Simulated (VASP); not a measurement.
## Re: relaxation of cell and atoms with r2SCAN+rVV10

Re:

```
CELL_PARAMETERS angstrom
2.76100 0.00000 0.00000
-1.38050 2.39110 0.00000
0.00000 0.00000 4.45600
ATOMIC_POSITIONS crystal
Re 0.33333 0.66667 0.25000
Re 0.66667 0.33333 0.75000
```

```json
{
  "Program": "VASP 6.6.1",
  "Task": "relaxation of cell and atoms",
  "Functional": "r2SCAN",
  "Dispersion": "rVV10",
  "Potentials or basis": "VASP PAW PBE potentials, release 64 (Re)",
  "Cutoff": "600 eV",
  "k mesh": "18 × 18 × 10",
  "Occupations": "gaussian, width 0.1 eV",
  "Spin": "no spin polarisation",
  "Further INCAR settings": "ALGO = Normal; EDIFF = 1e-07; IBRION = 2; EDIFFG = -0.005; NSW = 90; ISIF = 3"
}
```

The relaxed volume is 14.65 Å³/atom, the relaxed cell is a = 2.755 Å, b = 2.755 Å, c = 4.458 Å, α = 90.00°, β = 90.00°, γ = 120.00° and the space group after relaxing (to 0.05 Å) is P6_3/mmc (No. 194). The energy gained by relaxing is 0.4 meV/atom and the ionic steps are 5. The pressure after relaxing is 0.0 GPa and the band gap on the k mesh is none (metal or under the smearing width).

The path:
```
step  energy change (eV)  largest force (eV/Å)  pressure (GPa)  volume (Å³)
   1              0.0000                0.0000           -1.46        29.42
   2              0.0088                0.0000            6.58        28.85
   3             -0.0006                0.0000            0.14        29.30
   4             -0.0006                0.0000           -0.11        29.32
   5             -0.0007                0.0000            0.02        29.31
```

Final structure:
```yaml
crystal:
  lattice:
    - [2.75528, 0.00000, 0.00000]
    - [-1.37764, 2.38615, 0.00000]
    - [0.00000, 0.00000, 4.45784]
  atoms:
    - { symbol: Re, position: [0.33333, 0.66667, 0.25000] }
    - { symbol: Re, position: [0.66667, 0.33333, 0.75000] }
```

Levels at points of the mesh, in eV from the Fermi level:
| k point | band 4 | band 5 | band 6 | band 7 | band 8 | band 9 | band 10 | band 11 |
| --- | --- | --- | --- | --- | --- | --- | --- | --- |
| (0.00, 0.00, 0.00) | -1.61 | -1.61 | -0.75 | -0.75 | 0.26 | 0.26 | 0.53 | 3.56 |
| (0.50, 0.00, 0.00) | -1.97 | -1.87 | -1.45 | -0.63 | 4.18 | 4.58 | 4.73 | 6.33 |
| (0.00, 0.00, 0.50) | -2.52 | -1.74 | -1.74 | -1.74 | -1.74 | 2.70 | 2.70 | 2.70 |
| (0.50, 0.00, 0.50) | -4.30 | 0.46 | 0.46 | 0.92 | 0.92 | 4.50 | 4.50 | 4.99 |

It took 11 min on 1 thread of Intel(R) Xeon(R) Platinum 8488C (Sapphire Rapids), with other jobs on the host, peak memory 0.33 GiB.

Caveat: the PAW data sets were made with another functional, which shifts forces and pressure a little. Spin-orbit coupling is left out, which matters for the levels of Re.
